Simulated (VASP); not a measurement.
# TiTe2 (P-3m1) in VASP: further runs, part 2 of 3

VASP 6.6.1. Earlier steps stand in the parts before.

### 3 Density of states, PBE

Input file POSCAR:

```
TiTe2
1.0
    3.7770000000      0.0000000000      0.0000000000
   -1.8885000000      3.2709779501      0.0000000000
    0.0000000000      0.0000000000      6.4980000000
Te Ti
2 1
Direct
    0.3333333333      0.6666666667      0.7372000000
    0.6666666667      0.3333333333      0.2628000000
    0.0000000000      0.0000000000      0.0000000000
```

Input file INCAR.step1:

```
SYSTEM = TiTe2
PREC = Accurate
ENCUT = 520
EDIFF = 1E-6
ISMEAR = 0
SIGMA = 0.02
LREAL = .FALSE.
LASPH = .TRUE.
NELM = 100
ALGO = Fast
ISIF = 2
LWAVE = .FALSE.
LCHARG = .TRUE.
LMAXMIX = 4
GGA = PE
```

Input file KPOINTS.step1:

```
regular mesh
0
G
  8 8 4
  0 0 0
```

Input file INCAR.step2:

```
SYSTEM = TiTe2
PREC = Accurate
ENCUT = 520
EDIFF = 1E-6
ISMEAR = -5
SIGMA = 0.02
LREAL = .FALSE.
LASPH = .TRUE.
NELM = 100
ALGO = Fast
ISIF = 2
LWAVE = .FALSE.
LCHARG = .FALSE.
LMAXMIX = 4
GGA = PE
LORBIT = 11
NEDOS = 1001
ICHARG = 11
```

Input file KPOINTS.step2:

```
regular mesh
0
G
  12 12 6
  0 0 0
```

Potentials or basis: VASP PAW PBE potentials, release 64 (Te, Ti_sv).

The run is started by

```bash
$ cat potpaw_PBE.64/Te/POTCAR potpaw_PBE.64/Ti_sv/POTCAR > POTCAR
$ cp INCAR.step1 INCAR
$ cp KPOINTS.step1 KPOINTS
$ mpirun -np 1 vasp_std > vasp.out
$ cp INCAR.step2 INCAR
$ cp KPOINTS.step2 KPOINTS
$ mpirun -np 1 vasp_std > vasp.out
```

Run time: 2.2 min. Hardware: 1 thread of AMD EPYC 9R45 (Zen 5), shared host; peak memory 0.24 GiB.

The run converged. Its results:

* Valence electrons inside the program's atomic spheres: Te 3.42; Ti 10.15

Levels at points of the mesh, in eV from the Fermi level:
| k point | band 9 | band 10 | band 11 | band 12 | band 13 | band 14 | band 15 | band 16 |
| --- | --- | --- | --- | --- | --- | --- | --- | --- |
| (0.00, 0.00, 0.00) | -1.73 | 0.30 | 0.34 | 0.34 | 0.53 | 1.02 | 1.02 | 3.01 |
| (0.50, 0.00, 0.00) | -2.76 | -2.44 | -1.80 | -1.18 | -0.03 | 1.10 | 1.43 | 2.36 |
| (0.00, 0.00, 0.50) | -1.66 | -1.66 | 0.33 | 0.33 | 0.71 | 0.71 | 0.97 | 3.44 |
| (0.50, 0.00, 0.50) | -2.45 | -2.07 | -1.02 | -0.66 | -0.32 | 1.09 | 1.40 | 2.56 |

States per cell in windows of 1 eV (zero at the Fermi level; states under -8 eV left out):
```
from (eV)  total  Ti3_d  Te1_p  Te2_p  Ti3_p  Ti3_s  Te1_s
     -8.0   0.00   0.00   0.00   0.00   0.00   0.00   0.00
     -7.0   0.00   0.00   0.00   0.00   0.00   0.00   0.00
     -6.0   0.02   0.00   0.00   0.00   0.00   0.00   0.00
     -5.0   2.20   0.11   0.35   0.35   0.03   0.07   0.02
     -4.0   1.79   0.13   0.29   0.29   0.03   0.04   0.02
     -3.0   3.19   0.51   0.53   0.53   0.05   0.02   0.02
     -2.0   3.65   0.77   0.63   0.63   0.06   0.01   0.02
     -1.0   1.21   0.33   0.19   0.19   0.02   0.00   0.01
      0.0   2.20   1.37   0.10   0.10   0.01   0.01   0.01
      1.0   4.10   2.88   0.20   0.20   0.02   0.02   0.01
      2.0   1.88   1.04   0.13   0.13   0.01   0.01   0.02
      3.0   0.03   0.01   0.00   0.00   0.00   0.00   0.00
      4.0   0.00   0.00   0.00   0.00   0.00   0.00   0.00
      5.0   0.00   0.00   0.00   0.00   0.00   0.00   0.00
```

Caveat: this functional lacks dispersion, which binds the layers, so the pressure and a relaxed spacing across them are unreliable; tetrahedron occupations give inexact forces and stress in metals. The run has no spin-orbit coupling, so splittings on Te are missing.

### 4 Electric field gradients, PBE

Input file INCAR:

```
PREC = Accurate
ENCUT = 520
EDIFF = 1E-8
ISMEAR = 0
SIGMA = 0.02
LREAL = F
LASPH = T
NELM = 60
ALGO = Normal
ISIF = 2
LWAVE = F
LCHARG = F
GGA = PE
LEFG = T
```

Input file KPOINTS:

```
regular mesh
0
Gamma
  8 8 4
```

POSCAR is that of step 3.

Potentials or basis: VASP PAW PBE potentials, release 64 (Te, Ti_sv).

The run is started by

```bash
$ cat potpaw_PBE.64/Te/POTCAR potpaw_PBE.64/Ti_sv/POTCAR > POTCAR
$ mpirun -np 1 vasp_std > vasp.out
```

OUTCAR:

```text
PREC = Accurate
   ENCUT = 520
   EDIFF = 1E-8
   ISMEAR = 0
   LREAL = F
   LASPH = T
   NELM = 60
   ISIF = 2
   GGA = PE

 ion  position               nearest neighbor table
   1  0.333  0.667  0.737-   3 2.77   3 2.77   3 2.77
   2  0.667  0.333  0.263-   3 2.77   3 2.77   3 2.77
   3  0.000  0.000  0.000-   1 2.77   2 2.77   2 2.77   1 2.77   2 2.77   1 2.77

  LATTYP: Found a hexagonal cell.
 ALAT       =     3.7770000000
 C/A-ratio  =     1.7204130262

  Lattice vectors:

 A1 = (   3.7770000000,   0.0000000000,   0.0000000000)
 A2 = (  -1.8885000000,   3.2709779501,   0.0000000000)
 A3 = (   0.0000000000,   0.0000000000,   6.4980000000)

Analysis of symmetry for initial positions (statically):
=====================================================================
 Subroutine PRICEL returns:
 Original cell was already a primitive cell.

 Routine SETGRP: Setting up the symmetry group for a
 hexagonal supercell.

 Subroutine GETGRP returns: Found 12 space group operations
 (whereof 12 operations were pure point group operations)
 out of a pool of 24 trial point group operations.

The static configuration has the point symmetry D_3d.

Analysis of symmetry for dynamics (positions and initial velocities):
=====================================================================
 Subroutine PRICEL returns:
 Original cell was already a primitive cell.

 Routine SETGRP: Setting up the symmetry group for a
 hexagonal supercell.

 Subroutine GETGRP returns: Found 12 space group operations
 (whereof 12 operations were pure point group operations)
 out of a pool of 24 trial point group operations.
[... 161 lines left out ...]
      1     -50.6671      2.00000
      2     -26.9223      2.00000
      3     -26.9223      2.00000
      4     -26.8888      2.00000
      5      -5.5822      2.00000
      6      -4.0795      2.00000
[... 433 lines left out ...]
      3     -26.9399      2.00000
      4     -26.8791      2.00000
      5      -3.9107      2.00000
      6      -3.5614      2.00000
[... 8 lines left out ...]
     15       8.1347      0.00000
     16       8.8941      0.00000

 [... further k-points ...]
[... 5 lines left out ...]
  --------------------------------------------------------------------------------------
  -------------------------------------------------------------------------------------
  Total        0.3494500      0.3494500      0.6298233      0.0000000     -0.0000000     -0.0000000
  in kB        6.9741513      6.9741513     12.5697023      0.0000000     -0.0000000     -0.0000000
  external PRESSURE =       8.8393350 kB  Pullay stress =       0.0000000 kB

 VOLUME and BASIS-vectors are now :
 -----------------------------------------------------------------------------
  energy-cutoff  :      520.00
  volume of cell :       80.28
      direct lattice vectors                 reciprocal lattice vectors
     3.777000000  0.000000000  0.000000000     0.264760392  0.152859484  0.000000000
    -1.888500000  3.270977950  0.000000000     0.000000000  0.305718967  0.000000000
     0.000000000  0.000000000  6.498000000     0.000000000  0.000000000  0.153893506

 POSITION                                       TOTAL-FORCE (eV/Angst)
 -----------------------------------------------------------------------------------
     -0.00000      2.18065      4.79033         0.000000      0.000000     -0.019157
      1.88850      1.09033      1.70767        -0.000000      0.000000      0.019157
      0.00000      0.00000      0.00000         0.000000      0.000000      0.000000
 -----------------------------------------------------------------------------------
    total drift:                                0.000000     -0.000000     -0.000000

  FREE ENERGIE OF THE ION-ELECTRON SYSTEM (eV)
  ---------------------------------------------------
  free  energy   TOTEN  =       -16.2091947135 eV

  energy  without entropy=      -16.2086189509  energy(sigma->0) =      -16.20890683

 Electric field gradients (V/A^2)
---------------------------------------------------------------------
 ion       V_xx      V_yy      V_zz      V_xy      V_xz      V_yz
---------------------------------------------------------------------
   1      25.154    25.154   -50.308    -0.000     0.000    -0.000
   2      25.154    25.154   -50.308    -0.000     0.000    -0.000
   3      12.834    12.836   -25.671     0.002     0.000    -0.000
---------------------------------------------------------------------

 Electric field gradients after diagonalization (V/A^2)
 (convention: |V_zz| > |V_xx| > |V_yy|)
----------------------------------------------------------------------
 ion       V_xx      V_yy      V_zz     asymmetry (V_yy - V_xx)/ V_zz
----------------------------------------------------------------------
   1      25.154    25.154   -50.308       0.000
   2      25.154    25.154   -50.308       0.000
   3      12.837    12.833   -25.671       0.000
----------------------------------------------------------------------

           NMR quadrupolar parameters

 Cq : quadrupolar parameter    Cq=e*Q*V_zz/h
 eta: asymmetry parameters     (V_yy - V_xx)/ V_zz
 Q  : nuclear electric quadrupole moment in mb (millibarn)
----------------------------------------------------------------------
 ion       Cq(MHz)       eta       Q (mb)
----------------------------------------------------------------------
   1      -0.122       0.000       1.000
   2      -0.122       0.000       1.000
   3      -0.062       0.000       1.000
----------------------------------------------------------------------
```

Wall time 35 s (1 thread of AMD EPYC 9R45 (Zen 5), shared host); peak memory 0.18 GiB.

What came out:

| Property | Result |
| --- | --- |
| Free energy | -16.2092 eV |
| Pressure | 0.9 GPa |
| Largest force | 0.019 eV/Å |
| Band gap on the k mesh | none (metal or under the smearing width) |

Forces in eV/Å, atoms in the order of the input:
```
Te   0.000  0.000 -0.019
Te   0.000  0.000  0.019
Ti   0.000  0.000  0.000
```

Levels at points of the mesh, in eV from the Fermi level:
| k point | band 8 | band 9 | band 10 | band 11 | band 12 | band 13 | band 14 | band 15 | band 16 |
| --- | --- | --- | --- | --- | --- | --- | --- | --- | --- |
| (0.00, 0.00, 0.00) | -1.64 | -1.64 | 0.38 | 0.43 | 0.43 | 0.62 | 1.11 | 1.11 | 3.09 |
| (0.50, 0.00, 0.00) | -3.65 | -2.67 | -2.36 | -1.72 | -1.10 | 0.06 | 1.18 | 1.51 | 2.44 |
| (0.00, 0.00, 0.50) | -2.60 | -1.57 | -1.57 | 0.42 | 0.42 | 0.79 | 0.79 | 1.06 | 3.52 |
| (0.50, 0.00, 0.50) | -4.50 | -2.37 | -1.99 | -0.94 | -0.57 | -0.23 | 1.18 | 1.49 | 2.64 |

Electric field gradients, principal values (V/Å²):
```csv
atom,Vxx,Vyy,Vzz
1 Te,25.154,25.154,-50.308
2 Te,25.154,25.154,-50.308
3 Ti,12.833,12.837,-25.671
```

Caveat: this functional lacks dispersion, which binds the layers, so the pressure and a relaxed spacing across them are unreliable. Spin-orbit coupling is left out, which matters for the levels of Te.

(Part 2 of 3 ends here.)
